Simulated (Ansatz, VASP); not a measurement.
# One calculation of Pb, two programs

File INCAR:

```
ALGO = Normal ; EDIFF = 1E-7
ENCUT = 520 ; ISIF = 2
ISMEAR = -1 ; LASPH = True
LCHARG = False ; LMIXTAU = True
LREAL = False ; LWAVE = False
METAGGA = R2SCAN ; NELM = 100
PREC = Accurate ; SIGMA = 0.05
```

The input KPOINTS:

```
k-points
0
Gamma
  9 9 9
```

The input POSCAR:

```
Pb
1.0
    0.0000000000      2.4244952108      2.4244952108
    2.4244952108      0.0000000000      2.4244952108
    2.4244952108      2.4244952108      0.0000000000
Pb
1
Direct
    0.0000000000      0.0000000000      0.0000000000
```

input.yaml

```yaml
crystal:
  lattice:
    - [0.0, 2.4244952108, 2.4244952108]
    - [2.4244952108, 0.0, 2.4244952108]
    - [2.4244952108, 2.4244952108, 0.0]
  atoms:
    - { symbol: Pb, position: [0.0, 0.0, 0.0] }
hamiltonian:
  xc: r2scan
  pseudopotentials: { kind: paw }
kpoints:
  mp_grid: { grid: [9, 9, 9] }
scf:
  occupations: { method: fermi_dirac, width: 0.05 }
output:
  forces: true
  stress: true
  eigenvalues: true
```

Change from the starting cell: volume scaled by 0.94.

Alike in both runs: task single point; functional r2SCAN; k mesh 9 × 9 × 9; occupations fermi-dirac, width 0.05 eV; no spin polarisation.

```csv
,VASP,Ansatz
version,VASP 6.6.1,Ansatz 0.2.0
potentials or method,"VASP PAW PBE potentials, release 64 (Pb_d)",Ansatz PAW
plane-wave cutoff (eV),520,500
valence electrons in the cell,14,14
```

|  | VASP | Ansatz | Ansatz less VASP |
| --- | --- | --- | --- |
| gap on the k mesh at the Fermi level (eV) | none | none | - |
| pressure (GPa) | 4.8 | 4.8 | -0.02 |

A gap of «none» marks a metal or a gap that the smearing closes.

Caveats: the PAW data sets were made with another functional, which shifts forces and pressure a little (VASP); the PAW data sets come from PBE, with cores solved anew for the run's functional, which leaves a small shift of forces and pressure (Ansatz). Spin-orbit coupling is left out, which matters for the levels of Pb.
